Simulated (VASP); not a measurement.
**MgB2: equation of state with PBEsol**

The system is MgB2.

```
CELL_PARAMETERS angstrom
3.08500 0.00000 0.00000
-1.54250 2.67169 0.00000
0.00000 0.00000 3.52300
ATOMIC_POSITIONS crystal
Mg 0.00000 0.00000 0.00000
B 0.66667 0.33333 0.50000
B 0.33333 0.66667 0.50000
```

| Property | Result |
| --- | --- |
| Program | VASP 6.6.1 |
| Task | equation of state |
| Functional | PBEsol |
| Potentials or basis | VASP PAW PBE potentials, release 64 (Mg, B) |
| Cutoff | 520 eV |
| k mesh | 10 × 10 × 8 |
| Occupations | fermi-dirac, width 0.05 eV |
| Spin | no spin polarisation |

```
Equilibrium volume                        : 9.49 Å³/atom
Bulk modulus at fixed shape and positions : 157 GPa
Pressure derivative of the bulk modulus   : 3.6
```

Energy against volume, from the lowest point:
```tsv
volume (Å³/atom)	energy (meV/atom)
9.098	8.46
9.292	2.10
9.485	0.00
9.679	1.77
9.873	7.06
10.066	15.57
10.260	26.99
```

All runs of the series together: 100 s on 1 thread of Intel(R) Xeon(R) Platinum 8259CL CPU @ 2.50GHz (Skylake/Cascade Lake), with other jobs on the host.

Caveat: the cell was scaled at fixed shape and fractional positions, which overstates the stiffness of a crystal with free parameters, most of all of layers and chains; the PAW data sets were made with another functional, which shifts forces and pressure a little.
